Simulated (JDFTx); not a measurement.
Crystal: ZrO2.

```
CELL_PARAMETERS angstrom
0.00000 2.54507 2.54507
2.54507 0.00000 2.54507
2.54507 2.54507 0.00000
ATOMIC_POSITIONS crystal
Zr 0.00000 0.00000 0.00000
O 0.75000 0.75000 0.75000
O 0.25000 0.25000 0.25000
```

Measurements of this composition are mostly on another form, of space group No. 14.

Base run:

```yaml
Program: JDFTx 1.7.0 (patched build)
Functional: TASK
Potentials_or_basis: SG15-PBE-1.2
Cutoff: 1088 eV
Density_cutoff: 8708 eV
k_mesh: 7 × 7 × 7
Occupations: fermi-dirac, width 0.05 eV
Spin: no spin polarisation
```

Its results: band gap on the k mesh 4.67 eV, indirect (least direct gap 5.15 eV); pressure 11.3 GPa.

Q: The run is repeated on the same cell with these changes: functional from TASK to r2SCAN. What comes out?

A: Band gap on the k mesh 4.03 eV, indirect (least direct gap 4.49 eV); pressure -1.0 GPa.

Caveats: the cutoff is short for these files and lowers the pressure by up to 1 GPa; the potentials were made for another functional, which shifts forces and pressure; an odd mesh through Γ misses points on the zone boundary, where band edges often lie.
